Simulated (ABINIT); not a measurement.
The system is Fe.

```
Fe
1.0
    -1.44300    1.44300    1.44300
     1.44300   -1.44300    1.44300
     1.44300    1.44300   -1.44300
Fe
1
Direct
  0.00000 0.00000 0.00000
```

Alike in all runs: program ABINIT 10.8.3 (patched build); functional PBE; potentials or basis JTH PAW PBE v2.0; cutoff 707 eV; k mesh 10 × 10 × 10; occupations fermi-dirac, width 0.05 eV.

Starts and where they ended:

| start | free energy over the lowest (meV/atom) | net moment (μB) | site or absolute moments (μB) | gap |
| --- | --- | --- | --- | --- |
| collinear spin, ferromagnetic start of up to 3 μB | 0.0 | 2.17 | Fe +2.24 | none (metal or under the smearing width) |
| collinear spin, ferromagnetic start of up to 5 μB | 0.0 | 2.17 | Fe +2.24 | none (metal or under the smearing width) |
| no spin polarisation | 593.3 | - | - | none (metal or under the smearing width) |

Allowing spin polarisation gains 593 meV/atom. A still lower state may exist.
